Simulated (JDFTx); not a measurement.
Crystal: Be.

```xyz
2
Lattice="2.2853 0.0000 0.0000 -1.1426 1.9791 0.0000 0.0000 0.0000 3.5842" Properties=species:S:1:pos:R:3 pbc="T T T"
Be    1.1427    0.6597    2.6882
Be    0.0000    1.3194    0.8961
```

```yaml
Program: JDFTx 1.7.0 (patched build)
Task: relaxation of cell and atoms
Functional: AM05
Potentials_or_basis: SG15-PBE-1.2 with smoothed tails
Cutoff: 1088 eV
Density_cutoff: 8708 eV
k_mesh: 6 × 6 × 4
Occupations: fermi-dirac, width 0.05 eV
Spin: no spin polarisation
```

At the start: pressure -4.3 GPa; volume 8.11 Å³/atom.

Problem. How do energy, volume and symmetry change on relaxing?

Solution. Over 5 steps the energy falls by 9.0 meV/atom and the volume is 7.83 Å³/atom (-3.4 %); space group P6_3/mmc (No. 194, to 0.05 Å).

Step by step:
| step | energy change (eV) | largest force (eV/Å) | pressure (GPa) | volume (Å³) |
| --- | --- | --- | --- | --- |
| 1 | 0.0000 | 0.0000 | -4.33 | 16.21 |
| 2 | -0.0061 | 0.0000 | -3.58 | 16.11 |
| 3 | -0.0180 | 0.0000 | -0.01 | 15.66 |
| 4 | -0.0181 | 0.0000 | 0.00 | 15.66 |
| 5 | -0.0181 | 0.0000 | 0.00 | 15.66 |

Final structure:
```
CELL_PARAMETERS angstrom
2.28037 0.00000 0.00000
-1.14019 1.97486 0.00000
0.00000 0.00000 3.47754
ATOMIC_POSITIONS crystal
Be 0.66667 0.33333 0.75000
Be 0.33333 0.66667 0.25000
```

Caveat: the k mesh is coarse (spacing up to 0.53 Å⁻¹), so the values aren't converged; the potentials were made for another functional, which shifts forces and pressure.
